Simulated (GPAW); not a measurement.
# As (R-3m) in GPAW: a series of runs

The runs below take As through band structure, with PBE, r2SCAN.

Everything below comes from runs of GPAW 26.7.0. Logs are shortened: lines on timing, memory, paths and dates and some standing lists are left out, and cuts for length are marked. The log counts tension as positive stress, the text compression.

### Step 1. The crystal as given

Symmetry: R-3m, No. 166, trigonal system. The conventional cell has a = 3.762 Å, b = 3.762 Å, c = 10.542 Å, α = 90.00°, β = 90.00°, γ = 120.00°. Around As (site symmetry 3m) lie 3 As at 2.51 Å.

### Step 2. Band structure, PBE

run.py

```python
from ase.dft.bandgap import bandgap
from ase.io import read, write
from ase.units import GPa
from gpaw import GPAW, PW, setup_paths

setup_paths.insert(0, '.')

atoms = read('POSCAR')

calc = GPAW(mode=PW(600),
            xc='PBE',
            kpts={'size': (6, 6, 6), 'gamma': True},
            occupations={'name': 'fermi-dirac', 'width': 0.05},
            nbands=13,
            convergence={'density': 1e-05, 'energy': 1e-05},
            maxiter=150,
            txt='gpaw.txt')
atoms.calc = calc
energy = atoms.get_potential_energy()
forces = atoms.get_forces()
stress = atoms.get_stress()
calc.write('gs.gpw')
write('result.traj', atoms)
print(f'Energy: {energy:.6f} eV')
print('Forces (eV/A):')
print(forces.round(4))
print('Stress (GPa):', (stress / GPa).round(3))
print('Fermi level:', round(calc.get_fermi_level(), 4), 'eV')
print(f'Gap: {bandgap(calc)[0]:.4f} eV, direct: {bandgap(calc, direct=True)[0]:.4f} eV')

path = atoms.cell.bandpath('GLB1,BZGX,QFP1Z,LP', npoints=100, eps=1e-4)
bs_calc = calc.fixed_density(kpts=path, symmetry='off', nbands=23,
                             convergence={'bands': 'CBM+6.0', 'eigenstates': 1e-6}, txt='bands.txt')
bs = bs_calc.band_structure()
bs.write('bs.json')
print(f'Gap on the path: {bandgap(bs_calc)[0]:.4f} eV')
```

POSCAR

```
As
1.0
    1.8807968987      1.0858785957      3.5140619945
   -1.8807968987      1.0858785957      3.5140619945
    0.0000000000     -2.1717571915      3.5140619945
As
2
Direct
    0.2260000000      0.2260000000      0.2260000000
    0.7740000000      0.7740000000      0.7740000000
```

Potentials or basis: PAW data sets generated in the run's folder for this functional, pw.

The run is started by

```
$ gpaw-setup -f PBE As
$ OMP_NUM_THREADS=1 python run.py
```

gpaw.txt:

```text
__  _  _
 | _ |_)|_||  |
 |__||  | ||/\| - 26.7.0

Input parameters:
  mode=PW(ecut=600.0),
  convergence={'density': 1e-05, 'energy': 1e-05},
  kpts=MonkhorstPack(size=(6, 6, 6), gamma=True),
  maxiter=150,
  nbands=13,
  occupations=Occupations(name='fermi-dirac', width=0.05),
  xc=XC(name='PBE')

Diagonalizing LCAO Hamiltonian
Converting LCAO to pw mode

       As

       As

Atoms  # Å, Bohr magnetons
|   | symbol |         x |         y |        z |    initial magnetic moments |
|---|--------|-----------|-----------|----------|-----------------------------|
| 0 |     As | -0.000000 | -0.000000 | 2.382534 | ( 0.0000,  0.0000,  0.0000) |
| 1 |     As |  0.000000 | -0.000000 | 8.159652 | ( 0.0000,  0.0000,  0.0000) |

Unit cell  # Å
| periodic |         x |         y |        z |  lengths |    angles |
|----------|-----------|-----------|----------|----------|-----------|
|      yes |  1.880797 |  1.085879 | 3.514062 | 4.131000 | 54.167000 |
|      yes | -1.880797 |  1.085879 | 3.514062 | 4.131000 | 54.167000 |
|      yes |  0.000000 | -2.171757 | 3.514062 | 4.131000 | 54.167000 |

Number of symmetries: 12
Symmetry operations  # r_c * U_cc + t_c -> r_c
|    | kind |            matrix            |
|----|------|------------------------------|
|  0 |  E   |  1, 0, 0,  0, 1, 0,  0, 0, 1 |
|  1 |  σ   |  1, 0, 0,  0, 0, 1,  0, 1, 0 |
|  2 |  σ   |  0, 1, 0,  1, 0, 0,  0, 0, 1 |
|  3 |  C3  |  0, 1, 0,  0, 0, 1,  1, 0, 0 |
|  4 |  C3  |  0, 0, 1,  1, 0, 0,  0, 1, 0 |
|  5 |  σ   |  0, 0, 1,  0, 1, 0,  1, 0, 0 |
|  6 |  C2  |  0, 0,-1,  0,-1, 0, -1, 0, 0 |
|  7 |  S6  |  0, 0,-1, -1, 0, 0,  0,-1, 0 |
|  8 |  S6  |  0,-1, 0,  0, 0,-1, -1, 0, 0 |
|  9 |  C2  |  0,-1, 0, -1, 0, 0,  0, 0,-1 |
| 10 |  C2  | -1, 0, 0,  0, 0,-1,  0,-1, 0 |
| 11 |  i   | -1, 0, 0,  0,-1, 0,  0, 0,-1 |

BZ-sampling:
  Number of BZ points: 216
  Number of IBZ points: 32

  Monkhorst-Pack size: [6, 6, 6]
  Monkhorst-Pack shift: [0.08333333333333333, 0.08333333333333333, 0.08333333333333333]

K-points  # in reciprocal-cell coordinates
|     |                                coordinates |     weight |
|-----|--------------------------------------------|------------|
|   0 | (  0.00000000,   0.00000000,   0.00000000) | 0.00462963 |
|   1 | (  0.16666667,   0.00000000,  -0.16666667) | 0.02777778 |
|   2 | (  0.16666667,   0.00000000,   0.00000000) | 0.02777778 |
|   3 | (  0.16666667,   0.16666667,  -0.16666667) | 0.02777778 |
|   4 | (  0.16666667,   0.16666667,   0.00000000) | 0.02777778 |
|   5 | (  0.16666667,   0.16666667,   0.16666667) | 0.00925926 |
|   6 | (  0.33333333,  -0.16666667,  -0.16666667) | 0.02777778 |
|   7 | (  0.33333333,   0.00000000,  -0.33333333) | 0.02777778 |
|   8 | (  0.33333333,   0.00000000,  -0.16666667) | 0.05555556 |
|   9 | (  0.33333333,   0.00000000,   0.00000000) | 0.02777778 |
| ... |                                            |            |
|  31 | (  0.50000000,   0.50000000,   0.50000000) | 0.00462963 |

Plane wave coefficients: 1456
Cutoff: 600.0 eV

Spin-components: 1 (collinear spins)
Bands:           13
Projectors:      10
Spin-degeneracy: 2
Datatype:        complex128

Parallelization:
  kpt:    1
  domain: 1
  band:   1

Density:
  Valence electrons: 10.0
  Components: 1
  Grid points: [24 24 24]
  Charge: 0.0  # |e|

Potential:
  Grid points: [24 24 24]

species:
  As:
    name:    Arsenic
    Z:       33.0
    valence: 5
    core:    28
    charge:  0.0  # [|e|]
    compensation charges:
      type: gauss
      rc: 0.33  # [Å]
      lmax: 2
    cutoffs:
      filter: 1.87  # [Å]
      core: 2.96  # [Å]
    projectors
    | kind |    occ | energy [eV] | rcut [Å] |
    |------|--------|-------------|----------|
    |   4s |  2.000 |     -14.486 |    1.058 |
    |   4p |  3.000 |      -5.196 |    1.058 |
    |    s |        |      12.725 |    1.058 |
    |    p |        |      22.016 |    1.058 |
    |    d |        |       0.000 |    1.058 |

    Using partial waves for As as LCAO basis

Reference energy: -123005.948821  # eV

eigensolver:
  PPCG
  Converge bands: occupied
  niter=2

density mixing:
  MSR1-Mixer
  Pratt-step length: 0.05
  Maximum mixing coefficient: 0.75
  Old densities: 10
  SVD Regularization: 0.005
  Good broyden scale: 1.0
  Trust region scale: 1.0
  Backstep threshold: 4.0
  History deletion threshold: 6.0
  Fourier metric: weight=20.0, sigma=0.015

occupation numbers:
  Fermi-Dirac:
    width: 0.0500  # eV

poisson solver:
  ecut: 4800.0  # eV

xc functional:
  name: PBE with 2 nearest neighbor stencil

convergence criteria:
- Maximum integral of absolute [dens]ity change: 1e-05 electrons / valence electron
- Maximum [total energy] change in last 3 cyles: 1e-05 eV / valence electron
- Maximum integral of absolute [eigenst]ate change: 4e-08 eV^2 / valence electron
maximum number of iterations: 150

SCF iterations
|iter     | |      energy | eigst |  dens |
|---------|-|-------------|-------|-------|
|iter:   1| |   -9.347699 | -0.71 |       |
|iter:   2| |   -9.348457 | -3.03 | -1.17 |
|iter:   3| |   -9.342272 | -3.33 | -1.20 |
|iter:   4| |   -9.342179 | -4.13 | -1.75 |
|iter:   5| |   -9.342204c| -6.16 | -2.86 |
|iter:   6| |   -9.342208c| -7.28 | -3.37 |
|iter:   7| |   -9.342208c| -8.61c| -4.09 |
|iter:   8| |   -9.342208c| -8.95c| -5.13c|

Converged in 8 steps
Energy contributions relative to reference atoms: (reference = -123005.948821)

Energy contributions:
  Kinetic:          19.753359
  Coulomb:         -19.085390
  Zero:             -0.020006
  External:          0.000000
  Xc:               -9.989193
  Entropy:          -0.001954
  Spinorbit:         0.000000
  ----------------------------
  Free energy:      -9.343185
  Extrapolated:     -9.342208

dipole moment: (-0.000000, 0.000000, -0.000024)  # |e|*Ang

Fermi level: 7.026
Eigenvalues  # (at kpt = [0.000, 0.000, 0.000])
| band index |      eig [eV] | occ [0-2] |
|------------|---------------|-----------|
|          0 |        -8.057 |     2.000 |
|          1 |         1.216 |     2.000 |
|          2 |         4.525 |     2.000 |
|          3 |         4.967 |     2.000 |
|          4 |         4.967 |     2.000 |
|          5 |         8.612 |     0.000 |
|          6 |         9.919 |     0.000 |
|          7 |         9.919 |     0.000 |
|          8 |        13.925 |     0.000 |
|          9 |        13.925 |     0.000 |
|         10 |        14.434 |     0.000 |
|         11 |        15.858 |     0.000 |
|         12 |        15.969 |     0.000 |

No gap
No difference between direct/indirect transitions

Forces  # eV/Ang
|       x |        y |        z |
|---------|----------|----------|
| 0.00000 | -0.00000 |  0.37981 |  # As   0
| 0.00000 |  0.00000 | -0.37981 |  # As   1

Stress tensor  # eV/Ang^3
|         x |         y |         z |
|-----------|-----------|-----------|
| -0.026574 | -0.000000 | -0.000000 |
|  0.000000 | -0.026574 | -0.000000 |
| -0.000000 | -0.000000 | -0.017881 |

# Writing to gs.gpw (mode='')
```

Wall time 18 s (1 thread of Intel Xeon 6975P-C (Granite Rapids), shared host); peak memory 0.24 GiB.

Results:

| Quantity | Value |
| --- | --- |
| Free energy | -9.3432 eV |
| Pressure | 3.8 GPa |
| Largest force | 0.380 eV/Å |
| Band gap along the path | none (metal or under the smearing width) |

Forces on the atoms (eV/Å):
```
As   0.000  0.000  0.380
As   0.000  0.000 -0.380
```

Levels at the corners of the path, in eV from the Fermi level:
```tsv
point	band 1	band 2	band 3	band 4	band 5	band 6	band 7	band 8	band 9
Γ	-15.08	-5.81	-2.50	-2.06	-2.06	1.59	2.89	2.89	6.90
L	-12.36	-11.12	-2.90	-2.83	-0.39	-0.33	0.37	1.40	9.02
B1	-11.79	-10.63	-5.92	-5.39	-1.40	1.26	5.21	5.43	6.86
B	-11.79	-10.63	-5.92	-5.39	-1.40	1.26	5.21	5.43	6.86
Z	-13.82	-9.98	-1.82	-1.82	-0.64	0.77	0.77	1.85	8.05
Γ	-15.08	-5.81	-2.50	-2.06	-2.06	1.59	2.89	2.89	6.90
X	-11.62	-10.88	-6.19	-3.57	-3.55	3.25	3.30	5.38	6.34
Q	-11.62	-10.88	-6.19	-3.57	-3.55	3.25	3.30	5.38	6.34
F	-12.32	-9.77	-5.98	-4.22	-4.17	1.41	5.47	6.91	7.28
P1	-12.32	-10.16	-6.14	-3.79	-3.03	2.14	3.86	6.09	6.39
Z	-13.82	-9.98	-1.82	-1.82	-0.64	0.77	0.77	1.85	8.05
L	-12.36	-11.12	-2.90	-2.83	-0.39	-0.33	0.37	1.40	9.02
P	-12.32	-10.16	-6.14	-3.79	-3.03	2.14	3.86	6.09	6.39
```

### Step 3. Band structure, r2SCAN, spin-orbit coupling, no magnetisation

Edit run.py of step 2 so:

```diff
@@ -1,12 +1,19 @@
+import numpy as np
+from ase import Atoms
 from ase.dft.bandgap import bandgap
-from ase.io import read, write
+from ase.io import write
 from ase.units import GPa
-from gpaw import GPAW, PW, setup_paths
+from gpaw import GPAW, PW
+from gpaw.spinorbit import soc_eigenstates
 
-setup_paths.insert(0, '.')
-
-atoms = read('POSCAR')
+atoms = Atoms(['As', 'As'],
+              cell=[[1.8807968987, 1.0858785957, 3.5140619945],
+                    [-1.8807968987, 1.0858785957, 3.5140619945],
+                    [0.0, -2.1717571915, 3.5140619945]],
+              scaled_positions=[[0.226, 0.226, 0.226],
+                                [0.774, 0.774, 0.774]],
+              pbc=True)
 
 calc = GPAW(mode=PW(600),
-            xc='PBE',
+            xc='MGGA_X_R2SCAN+MGGA_C_R2SCAN',
             kpts={'size': (6, 6, 6), 'gamma': True},
@@ -36 +43,7 @@
 print(f'Gap on the path: {bandgap(bs_calc)[0]:.4f} eV')
+
+soc = soc_eigenstates(bs_calc, theta=0, phi=0, ignore_xc_potential=True)
+np.savetxt('soc_bands.dat', soc.eigenvalues(), fmt='%.4f')
+mesh = soc_eigenstates('gs.gpw', theta=0, phi=0, ignore_xc_potential=True)
+np.savetxt('soc_mesh.dat', mesh.eigenvalues(), fmt='%.4f')
+print('Fermi level with spin-orbit coupling:', round(mesh.fermi_level, 4), 'eV')
```

Potentials or basis: GPAW PAW data sets (gpaw-data 1.2.1), pw.

The run is started by

```
$ OMP_NUM_THREADS=1 python run.py
```

gpaw.txt:

```text
__  _  _
 | _ |_)|_||  |
 |__||  | ||/\| - 26.7.0

Input parameters:
  mode=PW(ecut=600.0),
  convergence={'density': 1e-05, 'energy': 1e-05},
  kpts=MonkhorstPack(size=(6, 6, 6), gamma=True),
  maxiter=150,
  nbands=13,
  occupations=Occupations(name='fermi-dirac', width=0.05),
  xc=XC(name='MGGA_X_R2SCAN+MGGA_C_R2SCAN')

Diagonalizing LCAO Hamiltonian
Converting LCAO to pw mode

       As

       As

Atoms  # Å, Bohr magnetons
|   | symbol |         x |         y |        z |    initial magnetic moments |
|---|--------|-----------|-----------|----------|-----------------------------|
| 0 |     As | -0.000000 | -0.000000 | 2.382534 | ( 0.0000,  0.0000,  0.0000) |
| 1 |     As |  0.000000 | -0.000000 | 8.159652 | ( 0.0000,  0.0000,  0.0000) |

Unit cell  # Å
| periodic |         x |         y |        z |  lengths |    angles |
|----------|-----------|-----------|----------|----------|-----------|
|      yes |  1.880797 |  1.085879 | 3.514062 | 4.131000 | 54.167000 |
|      yes | -1.880797 |  1.085879 | 3.514062 | 4.131000 | 54.167000 |
|      yes |  0.000000 | -2.171757 | 3.514062 | 4.131000 | 54.167000 |

Number of symmetries: 12
Symmetry operations  # r_c * U_cc + t_c -> r_c
|    | kind |            matrix            |
|----|------|------------------------------|
|  0 |  E   |  1, 0, 0,  0, 1, 0,  0, 0, 1 |
|  1 |  σ   |  1, 0, 0,  0, 0, 1,  0, 1, 0 |
|  2 |  σ   |  0, 1, 0,  1, 0, 0,  0, 0, 1 |
|  3 |  C3  |  0, 1, 0,  0, 0, 1,  1, 0, 0 |
|  4 |  C3  |  0, 0, 1,  1, 0, 0,  0, 1, 0 |
[... 116 lines left out ...]
|---------|-|-------------|-------|-------|
|iter:   1| |  -27.954539 | -0.68 |       |
|iter:   2| |  -26.294433 | -1.78 | -1.19 |
|iter:   3| |-32899.472336 | +3.96 | -1.16 |
|iter:   4| |  -20.833982 | +2.31 | +1.54 |
|iter:   5| |  -26.324751 | +0.34 | -0.93 |
|iter:   6| |  -26.336408 | -1.73 | -1.49 |
|iter:   7| |  -26.336552 | -3.52 | -1.72 |
|iter:   8| |  -26.335536 | -3.76 | -1.95 |
|iter:   9| |  -26.335647 | -5.45 | -2.61 |
|iter:  10| |  -26.335715 | -5.43 | -2.86 |
|iter:  11| |  -26.335721c| -6.51 | -3.40 |
|iter:  12| |  -26.335721c| -7.39 | -3.76 |
|iter:  13| |  -26.335721c| -7.53c| -4.15 |
|iter:  14| |  -26.335721c| -7.71c| -4.42 |
|iter:  15| |  -26.335721c| -8.31c| -4.94 |
|iter:  16| |  -26.335721c| -9.69c| -6.24c|

Converged in 16 steps
Energy contributions relative to reference atoms: (reference = -123005.947200)

Energy contributions:
  Kinetic:          15.442887
  Coulomb:         -14.579187
  Zero:             -0.233465
  External:          0.000000
  Xc:              -26.964930
  Entropy:          -0.002053
  Spinorbit:         0.000000
  ----------------------------
  Free energy:     -26.336748
  Extrapolated:    -26.335721

dipole moment: (-0.000000, 0.000000, -0.000024)  # |e|*Ang

Fermi level: 6.937
Eigenvalues  # (at kpt = [0.000, 0.000, 0.000])
| band index |      eig [eV] | occ [0-2] |
|------------|---------------|-----------|
|          0 |        -8.890 |     2.000 |
|          1 |         0.970 |     2.000 |
|          2 |         4.217 |     2.000 |
|          3 |         4.624 |     2.000 |
|          4 |         4.624 |     2.000 |
|          5 |         8.609 |     0.000 |
|          6 |         9.898 |     0.000 |
|          7 |         9.898 |     0.000 |
|          8 |        14.239 |     0.000 |
|          9 |        14.239 |     0.000 |
|         10 |        14.852 |     0.000 |
|         11 |        16.205 |     0.000 |
|         12 |        16.205 |     0.000 |

No gap
No difference between direct/indirect transitions

Forces  # eV/Ang
|       x |        y |        z |
|---------|----------|----------|
| 0.00000 | -0.00000 |  0.07088 |  # As   0
| 0.00000 |  0.00000 | -0.07088 |  # As   1

Stress tensor  # eV/Ang^3
|         x |         y |         z |
|-----------|-----------|-----------|
| -0.011288 |  0.000000 | -0.000000 |
|  0.000000 | -0.011288 | -0.000000 |
| -0.000000 | -0.000000 | -0.010194 |

# Writing to gs.gpw (mode='')
```

bands.txt:

```text
Diagonalizing LCAO Hamiltonian
Converting LCAO to pw mode
convergence criteria:
- Maximum integral of absolute [eigenst]ate change: 1e-06 eV^2 / valence electron
maximum number of iterations: 150

SCF iterations
|iter     | |      energy | eigst |  dens |
|---------|-|-------------|-------|-------|
|iter:   1| |             | +0.39 |       |
|iter:   2| |             | -1.62 |       |
[... 104 lines left out ...]
         [ 0.5898918 ,  0.12172076,  0.12172076],
         [ 0.61985574,  0.16229435,  0.16229435],
         [ 0.64981967,  0.20286794,  0.20286794],
         [ 0.67978361,  0.24344153,  0.24344153],
         [ 0.70974754,  0.28401512,  0.28401512],
         [ 0.73971148,  0.32458871,  0.32458871],
         [ 0.76967541,  0.36516229,  0.36516229]])),
  maxiter=150,
  nbands=23,
  occupations=Occupations(name='fermi-dirac', width=0.05),
  symmetry=Symmetry(point_group=False, time_reversal=False),
  xc=XC(name='MGGA_X_R2SCAN+MGGA_C_R2SCAN')
```

Wall time 60 s (1 thread of Intel Xeon 6975P-C (Granite Rapids), shared host); peak memory 0.3 GiB.

Results:

```yaml
Free_energy: -26.3367 eV
Pressure: 1.8 GPa
Largest_force: 0.071 eV/Å
Band_gap_along_the_path: none (metal or under the smearing width)
```

Forces on the atoms (eV/Å):
```
As   0.000  0.000  0.071
As   0.000  0.000 -0.071
```

Stress tensor (GPa, compression positive):
```
1.81 0.00 0.00
0.00 1.81 0.00
0.00 0.00 1.63
```

Levels at the corners of the path, in eV from the Fermi level:
| point | band 6 | band 7 | band 8 | band 9 | band 10 | band 11 | band 12 | band 13 | band 14 | band 15 |
| --- | --- | --- | --- | --- | --- | --- | --- | --- | --- | --- |
| Γ | -2.79 | -2.37 | -2.37 | -2.19 | -2.19 | 1.65 | 1.65 | 2.85 | 2.85 | 3.08 |
| L | -3.20 | -3.09 | -3.09 | -0.49 | -0.49 | -0.21 | -0.21 | 0.49 | 0.49 | 1.44 |
| B1 | -6.25 | -5.69 | -5.69 | -1.59 | -1.59 | 1.37 | 1.37 | 5.47 | 5.47 | 5.73 |
| B | -6.25 | -5.69 | -5.69 | -1.59 | -1.59 | 1.37 | 1.37 | 5.47 | 5.47 | 5.73 |
| Z | -2.17 | -1.93 | -1.93 | -0.50 | -0.50 | 0.64 | 0.64 | 0.83 | 0.83 | 1.93 |
| Γ | -2.79 | -2.37 | -2.37 | -2.19 | -2.19 | 1.65 | 1.65 | 2.85 | 2.85 | 3.08 |
| X | -6.52 | -3.87 | -3.87 | -3.72 | -3.72 | 3.32 | 3.32 | 3.55 | 3.55 | 5.73 |
| Q | -6.52 | -3.87 | -3.87 | -3.72 | -3.72 | 3.32 | 3.32 | 3.55 | 3.55 | 5.73 |
| F | -6.27 | -4.59 | -4.59 | -4.40 | -4.40 | 1.59 | 1.59 | 5.65 | 5.65 | 7.31 |
| P1 | -6.46 | -4.11 | -4.11 | -3.19 | -3.19 | 2.28 | 2.28 | 3.97 | 3.97 | 6.50 |
| Z | -2.17 | -1.93 | -1.93 | -0.50 | -0.50 | 0.64 | 0.64 | 0.83 | 0.83 | 1.93 |
| L | -3.20 | -3.09 | -3.09 | -0.49 | -0.49 | -0.21 | -0.21 | 0.49 | 0.49 | 1.44 |
| P | -6.46 | -4.11 | -4.11 | -3.19 | -3.19 | 2.28 | 2.28 | 3.97 | 3.97 | 6.50 |

Caveat: spin-orbit coupling was added after a scalar SCF, so levels and gaps hold it while energy, forces, pressure and moments don't; this program's spin-orbit splittings come out too wide for heavy elements; the PAW data sets were made with another functional, which shifts forces and pressure a little.
